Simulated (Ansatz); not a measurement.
# How TiO2 converges under other mixers and occupations, part 1 of 2

Wanted: the cost and the effect of other mixers, smearings and limits on one cell of TiO2. The cell (12 atoms) is TiO2 in its deposited structure (space group Pbcn). Source: COD entry 1530026; the sample's temperature and pressure aren't taken into account.

Program: Ansatz 0.2.0. Level of theory: DFT PBE, PAW, plane waves, scalar-relativistic. These are calculated values, not measurements.

## (1) The structure to begin with

The structure is orthorhombic, space group Pbcn (No. 60). The conventional cell has a = 4.532 Å, b = 5.502 Å, c = 4.906 Å, α = 90.00°, β = 90.00°, γ = 90.00°. Ti (site symmetry 2) has 6 O at 1.87 to 2.06 Å as nearest neighbours. O (site symmetry 1) is surrounded by 3 Ti at 1.87 to 2.06 Å.

Coordinates:

```
Ti O
1.0
     4.53180    0.00000    0.00000
     0.00000    5.50190    0.00000
     0.00000    0.00000    4.90630
Ti O
4 8
Direct
  0.00000 0.17040 0.25000
  0.50000 0.32960 0.75000
  0.00000 0.82960 0.75000
  0.50000 0.67040 0.25000
  0.27160 0.38140 0.41420
  0.22840 0.11860 0.91420
  0.77160 0.11860 0.58580
  0.72840 0.38140 0.08580
  0.72840 0.61860 0.58580
  0.77160 0.88140 0.08580
  0.22840 0.88140 0.41420
  0.27160 0.61860 0.91420
```

In tables a label like O12 counts atoms in the order of input.yaml; a structure file may count by element.

After the default run come: Fermi–Dirac width 0.0005 eV, no switch to direct minimisation; Broyden, β 0.3, history 3, no preconditioner; MSR1 mixing, preconditioner Kerker; tetrahedron occupations; Anderson, β 0.8, history 12, no preconditioner; cutoff 120 eV; k-point mesh 3x2x2; Methfessel–Paxton smearing, width 0.5 eV; MSR1 mixing, preconditioner Resta; iteration limit 8.

The search for lower states is off throughout, and inputs that name a mixer don't switch to direct minimisation unless they say so. Spin polarisation is off.

## (2) Default SCF settings

Contents of input.yaml:

```yaml
crystal:
  lattice:
    - [4.5318, 0.0, 0.0]
    - [0.0, 5.5019, 0.0]
    - [0.0, 0.0, 4.9063]
  atoms:
    - { symbol: Ti, position: [0.0, 0.1704, 0.25] }
    - { symbol: Ti, position: [0.5, 0.3296, 0.75] }
    - { symbol: Ti, position: [0.0, 0.8296, 0.75] }
    - { symbol: Ti, position: [0.5, 0.6704, 0.25] }
    - { symbol: O, position: [0.2716, 0.3814, 0.4142] }
    - { symbol: O, position: [0.2284, 0.1186, 0.9142] }
    - { symbol: O, position: [0.7716, 0.1186, 0.5858] }
    - { symbol: O, position: [0.7284, 0.3814, 0.0858] }
    - { symbol: O, position: [0.7284, 0.6186, 0.5858] }
    - { symbol: O, position: [0.7716, 0.8814, 0.0858] }
    - { symbol: O, position: [0.2284, 0.8814, 0.4142] }
    - { symbol: O, position: [0.2716, 0.6186, 0.9142] }
hamiltonian:
  xc: pbe
  pseudopotentials: { kind: paw }
basis:
  ecutwfc: 420
kpoints:
  mp_grid: { grid: [5, 4, 4] }
scf:
  occupations: { method: fermi_dirac, width: 0.02 }
  lower_state_search: "off"
output:
  forces: true
  stress: true
  write_density: true
  write_potential: true
  elf: true
  volumetric_format: npy
```

Started as:

```
ansatz run input.yaml --threads 2 --pin off --max-ram 5120MiB --backend cpu --events-out ev --progress --plain --runs-dir out
```

Standard output:

```text
Engine: ansatz 0.2.0, aarch64-unknown-linux-gnu
Pseudopotentials: kind: paw
Pseudopotential: Ti, paw, valence charge 12, recommended cutoff 420 eV (normal), Ti.paw.azcp
Pseudopotential: O, paw, valence charge 6, recommended cutoff 420 eV (normal), O.paw.azcp
Functional definition: PBE
  parameter kappa = 0.804
  parameter beta = 0.06672455060314922
  exchange = pbe_x(kappa = kappa, mu = beta*pi^2/3)
  correlation = pbe_c(beta = beta)
Crystal: 12 atoms, lattice volume = 122.331 Å³
Basis set: ecut = 420 eV, 2409 PW (Γ), exchange–correlation on 64×80×72 points (8 copies of the dense FFT grid, shifted against one another)
Bands: 60, of which v1, the nominal top of the filled ones, is band 48 counted from 1 (47 counted from 0)
Symmetry: 8 space group operations
Space group: Pbcn (ITA 60), of the structure as read, at distance tolerance 5.0e-5 Å
k-points: 27 of 80
Non-local potential: Ti, projectors of the file, l = 0: 3, l = 1: 2, l = 2: 3, l = 3: 1
Non-local potential: O, projectors of the file, l = 0: 2, l = 1: 2, l = 2: 1
PAW form: soft (Blöchl's): semilocal exchange-correlation on the pseudo side does not see the compensation charge
PAW one-centre angular grid: Ti, 590 points (default); XC on 64 Gauss nodes
PAW one-centre angular grid: O, 110 points (default); XC on 64 Gauss nodes
Initial density: superposition of atomic densities (neutral atoms: chi_scale 0, normalization atom), corrected by the library's trained network
Initial wavefunctions: pseudopotential atomic-orbital guess
Functional: x = pbe(κ = 0.804, μ = 0.2195149727645171), c = pbe(β = 0.06672455060314922)
SCF iter   1: F=—  HF=-14554.585062 eV  |F-HF|=—  |Δ(HF+E_count)|=         —  Δρ=3.74e-3  dr2=5.83e-3  ethr=1.77e-3  ⟨swp⟩=5.0  Hψ=6091  notcnv=0
preconditioner: auto → Resta (q_TF=auto, 2.620 Å⁻¹)  ε∞=8.9  [insulator: Δε(μ)=2.552 eV  Ē_g=9.542 eV  σ=0.020 eV  W_gap=1.00  n_scr=34 (ndim 8)  ℏωp=26.9 eV  f_vac=0.015  D(μ)=0.00/eV (n_scr^D=0)  ε∞_Penn≈8.9]
SCF iter   2: F=—  HF=-14554.586295 eV  |F-HF|=—  |Δ(HF+E_count)|=   1.23e-3  Δρ=2.01e-3  dr2=1.83e-3  ethr=6.08e-6  ⟨swp⟩=2.7  Hψ=2984  notcnv=0  defer=161
SCF iter   3: F=—  HF=-14554.586921 eV  |F-HF|=—  |Δ(HF+E_count)|=   6.25e-4  Δρ=1.06e-3  dr2=6.31e-4  ethr=1.91e-6  ⟨swp⟩=2.0  Hψ=2270  notcnv=0  defer=161
SCF iter   4: F=—  HF=-14554.587143 eV  |F-HF|=—  |Δ(HF+E_count)|=   2.22e-4  Δρ=1.45e-4  dr2=1.26e-5  ethr=6.57e-7  ⟨swp⟩=2.0  Hψ=2092  notcnv=0  defer=161
SCF iter   5: F=—  HF=-14554.586955 eV  |F-HF|=—  |Δ(HF+E_count)|=   1.88e-4  Δρ=3.75e-5  dr2=1.09e-6  ethr=1.31e-8  ⟨swp⟩=2.0  Hψ=2533  notcnv=0  defer=161
SCF iter   6: F=-14554.586956 eV  HF=-14554.586956 eV  |F-HF|=6.23e-8  |Δ(HF+E_count)|=   7.15e-7  Δρ=8.84e-6  dr2=8.73e-8  ethr=1.04e-10  ⟨swp⟩=10.0  Hψ=11224  notcnv=0
SCF 1 converged in 6 iterations: F = -14554.586956 eV  dr2 = 8.73e-8
SCF converged after 6 iterations
Free energy (F): -14554.586956 eV
Harris-Foulkes:  -14554.586956 eV  (|F-HF|=6.23e-8)
Internal energy: -14554.586956 eV  (E = F + TS)
E sigma→0 (E₀):  -14554.586956 eV
Fermi energy:    10.382006 eV
--- Per-component energies (eV) ---
  E_band       = -746.052720
  E_kinetic    = 2496.181831
  E_local      = -5971.063798  (includes V_loc(G=0)·N_el)
  E_nonlocal   = 393.856764
  E_hartree    = 2268.123865
  E_xc         = -986.061167
  E_vxc        = -1248.916157  (∫ρ·V_xc dr)
  E_paw        = -5444.606790  (= ΣΔE_a)
  E_vpaw       = -952.372862  (= ΣTr[D̂ρ^β])
  E_aug_tail   = 0.020176  (compensation charges beyond the density's cutoff)
  E_ewald      = -7311.037836
  E_smearing   = -0.000000  (= −TS)
  E_closure    = 0.000000  (closes the sum)
  Σ components = -14554.586956   (vs F -14554.586956, Δ=0.00e0)
--- Forces (eV/Å), atoms counted from 1 ---
  atom   1  Ti     0.00000000     0.13158958     0.00000000
  atom   2  Ti    -0.00000000    -0.13158958     0.00000000
  atom   3  Ti    -0.00000000    -0.13158958    -0.00000000
  atom   4  Ti     0.00000000     0.13158958     0.00000000
  atom   5  O     -0.00183861    -0.05005403     0.19570516
  atom   6  O      0.00183861     0.05005403     0.19570516
  atom   7  O     -0.00183861     0.05005403    -0.19570516
  atom   8  O      0.00183861    -0.05005403    -0.19570516
  atom   9  O      0.00183861     0.05005403    -0.19570516
  atom  10  O     -0.00183861    -0.05005403    -0.19570516
  atom  11  O      0.00183861    -0.05005403     0.19570516
  atom  12  O     -0.00183861     0.05005403     0.19570516
  max |Σ_I F_I| component: 2.78e-17 eV/Å
--- Stress (GPa, compression-positive) ---
        5.660072       0.000000       0.000000
        0.000000       6.415890       0.000000
        0.000000       0.000000       5.036976
  P = ⅓ Tr σ = 5.7043 GPa (57.043 kbar)
--- Band table (eV; the first three rows and the last of 27) ---
  k-point 0: bands = ["-47.2844", "-47.2620", "-47.2517", "-47.2467", "-23.7468", "-23.6651", "-23.6265", "-23.5830", "-23.5659", "-23.5410", "-23.5332", "-23.4952", "-23.4556", "-23.4491", "-23.4282", "-23.4280", "-8.7740", "-7.5797", "-7.3679", "-7.2011", "-7.1812", "-7.1527", "-6.9242", "-6.8278", "4.0406", "4.1948", "4.6060", "4.6765", "5.0953", "5.1031", "5.3383", "5.6983", "5.7874", "5.9632", "6.5278", "6.5635", "6.7883", "6.8673", "6.9226", "7.1897", "7.5216", "7.6068", "8.1703", "8.5444", "8.5529", "8.6966", "9.0821", "9.1007", "11.7607", "11.7779", "11.8943", "11.9354", "11.9381", "12.3780", "12.6575", "12.6660", "12.9701", "13.2220", "13.4818", "13.8056"]
  k-point 1: bands = ["-47.2789", "-47.2604", "-47.2532", "-47.2523", "-23.7080", "-23.6936", "-23.6592", "-23.6039", "-23.5381", "-23.5068", "-23.5036", "-23.4795", "-23.4744", "-23.4621", "-23.4576", "-23.4350", "-8.5603", "-7.6228", "-7.4461", "-7.3717", "-7.0686", "-7.0412", "-7.0181", "-6.9019", "4.2496", "4.3964", "4.6286", "4.6489", "4.7248", "5.1049", "5.4161", "5.5151", "5.9215", "6.0237", "6.3538", "6.6610", "6.8130", "7.0187", "7.1771", "7.2017", "7.4617", "7.8223", "7.9793", "8.0704", "8.3078", "8.7788", "8.8898", "8.9842", "11.8199", "11.8654", "11.9448", "11.9652", "12.2248", "12.3946", "12.5827", "12.8303", "13.0774", "13.3476", "13.3650", "13.8288"]
  k-point 2: bands = ["-47.2656", "-47.2656", "-47.2568", "-47.2568", "-23.7050", "-23.7050", "-23.6177", "-23.6177", "-23.5326", "-23.5326", "-23.4846", "-23.4846", "-23.4744", "-23.4744", "-23.4489", "-23.4489", "-8.0394", "-8.0394", "-7.4711", "-7.4711", "-7.0607", "-7.0607", "-6.9543", "-6.9543", "4.1802", "4.1802", "4.7955", "4.7955", "5.1177", "5.1177", "5.5955", "5.5955", "5.9266", "5.9266", "6.4746", "6.4746", "6.6624", "6.6624", "7.0439", "7.0439", "7.6412", "7.6412", "8.0266", "8.0266", "8.6333", "8.6333", "8.8089", "8.8089", "11.6698", "11.6698", "12.1280", "12.1280", "12.6225", "12.6225", "12.8281", "12.8281", "13.0268", "13.0268", "13.6226", "13.6226"]
  k-point 26: bands = ["-47.2611", "-47.2611", "-47.2611", "-47.2611", "-23.6919", "-23.6919", "-23.6901", "-23.6901", "-23.4865", "-23.4865", "-23.4839", "-23.4839", "-23.4591", "-23.4591", "-23.4546", "-23.4546", "-7.7095", "-7.7095", "-7.6687", "-7.6687", "-7.1139", "-7.1139", "-7.0638", "-7.0638", "4.5096", "4.5096", "4.6473", "4.6473", "5.1558", "5.1558", "5.2257", "5.2257", "6.2455", "6.2455", "6.3607", "6.3607", "7.2252", "7.2252", "7.2443", "7.2443", "7.7242", "7.7242", "7.8545", "7.8545", "8.1084", "8.1084", "8.5052", "8.5052", "11.9290", "11.9290", "12.2127", "12.2127", "12.5702", "12.5702", "12.6136", "12.6136", "12.9798", "12.9798", "13.1371", "13.1371"]
```

It took 6.2 s on 2 threads of Arm Neoverse V2, shared host; peak memory 0.48 GiB.

With the default settings (MSR1 mixing, preconditioner Resta) the run converges in 6 iterations, with a gap of 2.57 eV on the k-mesh.

Density in a lattice plane of the grid's cell (edges 4.53 and 4.91 Å, at 0.119 of the third edge), which holds O.

Values in e/Å³, 12 rows by 12 columns:
```
0.28 1.45 5.75 7.16 3.35 0.67 0.16 0.07 0.07 0.08 0.08 0.10
0.21 0.86 3.15 4.10 1.87 0.51 0.18 0.11 0.12 0.15 0.13 0.11
0.16 0.28 0.60 0.73 0.47 0.24 0.18 0.24 0.47 0.75 0.61 0.28
0.21 0.11 0.13 0.15 0.12 0.11 0.18 0.50 1.86 4.05 3.12 0.85
0.28 0.10 0.08 0.08 0.07 0.07 0.16 0.66 3.26 7.02 5.63 1.42
0.27 0.13 0.12 0.11 0.08 0.07 0.11 0.39 1.64 3.79 3.03 0.94
0.78 0.44 0.22 0.16 0.10 0.06 0.06 0.14 0.38 0.73 0.76 0.71
5.19 3.08 0.59 0.17 0.09 0.05 0.03 0.05 0.10 0.20 0.62 3.01
8.47 5.59 1.01 0.16 0.07 0.04 0.03 0.04 0.07 0.16 1.01 5.59
5.16 2.96 0.61 0.20 0.10 0.05 0.03 0.05 0.09 0.17 0.58 3.03
0.70 0.67 0.73 0.68 0.36 0.13 0.06 0.06 0.10 0.16 0.21 0.40
0.27 0.93 2.98 3.74 1.60 0.39 0.11 0.07 0.08 0.11 0.11 0.13
```
Columns run along the first of these edges and rows up along the second, over one cell in 12 and 12 even steps from the bottom left corner. Atoms in the plane (fractional): O at (0.23, 0.91), O at (0.77, 0.59).

ELF in the same plane.

Ten even steps from '0' (0.01) to '9' (0.82):
```
4899757999620000000001
5899646998520000000001
3799878997410000111000
1489999984200013454310
0147888752000247888741
1013454310002479999984
3100111000014799878997
5100000000026899546998
4100000000026999757998
2000000000014799999985
1000000000002589999742
4320000000000256764223
7763100000000012211356
5686200000000000002576
3576200000000000002675
5675200000000000002687
7653122210000000001367
4323467652100000000123
1247999985200000000000
2699999998410000000000
```
Columns run along the first of these edges and rows up along the second, over one cell in 22 and 20 even steps from the bottom left corner. Atoms in the plane (fractional): O at (0.23, 0.91), O at (0.77, 0.59).

Both are smooth fields of the valence electrons: close to the nuclei they are not physical.

Maxima of ELF outside the ion cores: 0.84 in the shell around O, 0.6 Å from O; 0.84 beside O, off the lines to its neighbours, 0.6 Å from O.

## (3) Fermi–Dirac width 0.0005 eV, no switch to direct minimisation

input.yaml: that of step 2 with these lines changed.

```diff
@@ -26,4 +26,7 @@
 scf:
-  occupations: { method: fermi_dirac, width: 0.02 }
+  occupations: { method: fermi_dirac, width: 0.0005 }
   lower_state_search: "off"
+  algorithm: density_mixing
+  max_iter: 80
+  mixing: {}
 output:
@@ -31,5 +34 @@
   stress: true
-  write_density: true
-  write_potential: true
-  elf: true
-  volumetric_format: npy
```

Started as:

```
ansatz run input.yaml --threads 2 --pin off --max-ram 5120MiB --backend cpu --events-out ev --progress --plain --runs-dir out
```

Standard output (excerpt; [...] marks lines left out):

```text
[... 23 lines as in an earlier run ...]
SCF iter   1: F=—  HF=-14554.585046 eV  |F-HF|=—  |Δ(HF+E_count)|=         —  Δρ=3.72e-3  dr2=5.72e-3  ethr=1.77e-3  ⟨swp⟩=5.0  Hψ=5908  notcnv=0  defer=14
[...]
SCF iter   6: F=-14554.586956 eV  HF=-14554.586956 eV  |F-HF|=4.57e-8  |Δ(HF+E_count)|=   6.89e-7  Δρ=7.36e-6  dr2=6.70e-8  ethr=1.04e-10  ⟨swp⟩=4.6  Hψ=5175  notcnv=0
[...]
SCF converged after 6 iterations
Free energy (F): -14554.586956 eV
[...]
E sigma→0 (E₀):  -14554.586956 eV
Fermi energy:    10.385101 eV
[...]
--- Forces (eV/Å), atoms counted from 1 ---
  atom   1  Ti     0.00000000     0.13159949     0.00000000
  atom   2  Ti     0.00000000    -0.13159949     0.00000000
  atom   3  Ti     0.00000000    -0.13159949     0.00000000
  atom   4  Ti     0.00000000     0.13159949     0.00000000
  atom   5  O     -0.00184516    -0.05005637     0.19570559
  atom   6  O      0.00184516     0.05005637     0.19570559
  atom   7  O     -0.00184516     0.05005637    -0.19570559
  atom   8  O      0.00184516    -0.05005637    -0.19570559
[...]
--- Stress (GPa, compression-positive) ---
        5.660015       0.000000       0.000000
        0.000000       6.415884       0.000000
        0.000000       0.000000       5.036977
  P = ⅓ Tr σ = 5.7043 GPa (57.043 kbar)
```

It took 4.1 s on 2 threads of Arm Neoverse V2, shared host; peak memory 0.48 GiB.

6 iterations, as in the default run; free energy unchanged, zero-width estimate unchanged.

## (4) Broyden, β 0.3, history 3, no preconditioner

input.yaml: that of step 3 with these lines changed.

```diff
@@ -26,3 +26,3 @@
 scf:
-  occupations: { method: fermi_dirac, width: 0.0005 }
+  occupations: { method: fermi_dirac, width: 0.02 }
   lower_state_search: "off"
@@ -30,3 +30,3 @@
   max_iter: 80
-  mixing: {}
+  mixing: { algorithm: broyden, ndim: 3, beta: 0.3, preconditioner: none }
 output:
```

Started as:

```
ansatz run input.yaml --threads 2 --pin off --max-ram 5120MiB --backend cpu --events-out ev --progress --plain --runs-dir out
```

Standard output (excerpt; [...] marks lines left out):

```text
[... 23 lines as in an earlier run ...]
SCF iter   1: F=—  HF=-14554.584848 eV  |F-HF|=—  |Δ(HF+E_count)|=         —  Δρ=3.74e-3  dr2=5.84e-3  ethr=1.77e-3  ⟨swp⟩=5.0  Hψ=6091  notcnv=0
[...]
SCF iter   8: F=-14554.586956 eV  HF=-14554.586956 eV  |F-HF|=4.83e-9  |Δ(HF+E_count)|=   3.48e-7  Δρ=2.90e-6  dr2=3.69e-9  ethr=1.04e-10  ⟨swp⟩=4.0  Hψ=4988  notcnv=0
[...]
SCF converged after 8 iterations
Stability not checked: this state was not tested for a lower state beside it, because the mixer in use, unlike msr1, does not test its closes by its own steps (another_mixer; see scf.mixing.algorithm and scf.lower_state_search)
Free energy (F): -14554.586956 eV
[...]
E sigma→0 (E₀):  -14554.586956 eV
Fermi energy:    10.382058 eV
[... 34 lines left out: energy terms, forces, stress ...]
```

Run time: 4.8 s. Hardware: 2 threads of Arm Neoverse V2, shared host; peak memory 0.47 GiB.

It takes 8 iterations (default 6). Against the default run: the same free energy.

## (5) MSR1 mixing, preconditioner Kerker

input.yaml: that of step 4 with these lines changed.

```diff
@@ -30,3 +30,3 @@
   max_iter: 80
-  mixing: { algorithm: broyden, ndim: 3, beta: 0.3, preconditioner: none }
+  mixing: { algorithm: msr1, preconditioner: kerker }
 output:
```

Started as:

```
ansatz run input.yaml --threads 2 --pin off --max-ram 5120MiB --backend cpu --events-out ev --progress --plain --runs-dir out
```

Standard output (excerpt; [...] marks lines left out):

```text
[... 23 lines as in an earlier run ...]
SCF iter   1: F=—  HF=-14554.585062 eV  |F-HF|=—  |Δ(HF+E_count)|=         —  Δρ=3.74e-3  dr2=5.83e-3  ethr=1.77e-3  ⟨swp⟩=5.0  Hψ=6091  notcnv=0
[...]
[... 1 line as in an earlier run ...]
[...]
SCF iter   6: F=-14554.586956 eV  HF=-14554.586956 eV  |F-HF|=2.89e-8  |Δ(HF+E_count)|=   7.23e-7  Δρ=8.21e-6  dr2=9.72e-8  ethr=1.04e-10  ⟨swp⟩=2.9  Hψ=5960  notcnv=0
[...]
SCF converged after 6 iterations
Free energy (F): -14554.586956 eV
[...]
E sigma→0 (E₀):  -14554.586956 eV
Fermi energy:    10.381973 eV
[... 34 lines left out: energy terms, forces, stress ...]
```

It took 4.1 s on 2 threads of Arm Neoverse V2, shared host; peak memory 0.47 GiB.

6 iterations, as in the default run; the same free energy.

## (6) Tetrahedron occupations

input.yaml: that of step 5 with these lines changed.

```diff
@@ -26,7 +26,5 @@
 scf:
-  occupations: { method: fermi_dirac, width: 0.02 }
+  occupations: { method: tetrahedron }
   lower_state_search: "off"
-  algorithm: density_mixing
   max_iter: 80
-  mixing: { algorithm: msr1, preconditioner: kerker }
 output:
```

Started as:

```
ansatz run input.yaml --threads 2 --pin off --max-ram 5120MiB --backend cpu --events-out ev --progress --plain --runs-dir out
```

Standard output (excerpt; [...] marks lines left out):

```text
Warning: output.forces, output.stress, relax.cell or npt_langevin: where a Kohn–Sham band that disperses or a degenerate level is filled in part under the method tetrahedron, the forces or the stress that this run publishes need not agree with its energy (scf.occupations.method in the [...]
band count auto-derived: 61 (N_el = 96.0; filled up to band 48; 60 by the electrons, moments and atoms)
[... 11 lines as in an earlier run ...]
Bands: 61, of which v1, the nominal top of the filled ones, is band 48 counted from 1 (47 counted from 0)
[... 11 lines as in an earlier run ...]
SCF iter   1: F=—  HF=-14554.585075 eV  |F-HF|=—  |Δ(HF+E_count)|=         —  Δρ=3.74e-3  dr2=5.83e-3  ethr=1.77e-3  ⟨swp⟩=5.2  Hψ=5989  notcnv=0  defer=29
[...]
SCF iter   6: F=-14554.586956 eV  HF=-14554.586956 eV  |F-HF|=5.88e-8  |Δ(HF+E_count)|=   6.76e-7  Δρ=8.52e-6  dr2=8.08e-8  ethr=1.04e-10  ⟨swp⟩=5.3  Hψ=6976  notcnv=0
[...]
SCF converged after 6 iterations
Stability not checked: this state was not tested for a lower state beside it, because cold or Methfessel-Paxton smearing, or corrected tetrahedra, fill the levels in a way that the test cannot read (fill_not_monotonic; see scf.lower_state_search)
Free energy (F): -14554.586956 eV
[...]
E sigma→0 (E₀):  -14554.586956 eV
Fermi energy:    9.100722 eV
[...]
--- Forces (eV/Å), atoms counted from 1 ---
  atom   1  Ti     0.00000000     0.13159392     0.00000000
  atom   2  Ti    -0.00000000    -0.13159392     0.00000000
  atom   3  Ti    -0.00000000    -0.13159392     0.00000000
  atom   4  Ti     0.00000000     0.13159392     0.00000000
  atom   5  O     -0.00184146    -0.05005451     0.19570511
  atom   6  O      0.00184146     0.05005451     0.19570511
  atom   7  O     -0.00184146     0.05005451    -0.19570511
  atom   8  O      0.00184146    -0.05005451    -0.19570511
[...]
--- Stress (GPa, compression-positive) ---
        5.660059       0.000000       0.000000
        0.000000       6.415895       0.000000
        0.000000       0.000000       5.036984
  P = ⅓ Tr σ = 5.7043 GPa (57.043 kbar)
--- Band table (eV; the first three rows and the last of 27) ---
[...]
```

It took 4.4 s on 2 threads of Arm Neoverse V2, shared host; peak memory 0.48 GiB.

The count stays at 6. Against the default run: free energy unchanged, zero-width estimate unchanged.

## (7) Anderson, β 0.8, history 12, no preconditioner

input.yaml: that of step 6 with these lines changed.

```diff
@@ -26,5 +26,7 @@
 scf:
-  occupations: { method: tetrahedron }
+  occupations: { method: fermi_dirac, width: 0.02 }
   lower_state_search: "off"
+  algorithm: density_mixing
   max_iter: 80
+  mixing: { algorithm: anderson, ndim: 12, beta: 0.8, preconditioner: none }
 output:
```

Started as:

```
ansatz run input.yaml --threads 2 --pin off --max-ram 5120MiB --backend cpu --events-out ev --progress --plain --runs-dir out
```

Standard output (excerpt; [...] marks lines left out):

```text
[... 23 lines as in an earlier run ...]
SCF iter   1: F=—  HF=-14554.585062 eV  |F-HF|=—  |Δ(HF+E_count)|=         —  Δρ=3.74e-3  dr2=5.83e-3  ethr=1.77e-3  ⟨swp⟩=5.0  Hψ=6091  notcnv=0
[...]
SCF iter   6: F=-14554.586956 eV  HF=-14554.586956 eV  |F-HF|=3.86e-9  |Δ(HF+E_count)|=   4.30e-7  Δρ=2.25e-6  dr2=2.70e-9  ethr=1.04e-10  ⟨swp⟩=4.1  Hψ=5107  notcnv=0
[...]
SCF converged after 6 iterations
[... 1 line as in an earlier run ...]
Free energy (F): -14554.586956 eV
[...]
E sigma→0 (E₀):  -14554.586956 eV
Fermi energy:    10.382059 eV
[... 34 lines left out: energy terms, forces, stress ...]
```

It took 4.1 s on 2 threads of Arm Neoverse V2, shared host; peak memory 0.47 GiB.

The count stays at 6. Against the default run: the same free energy.

(Continued in part 2 of 2.)
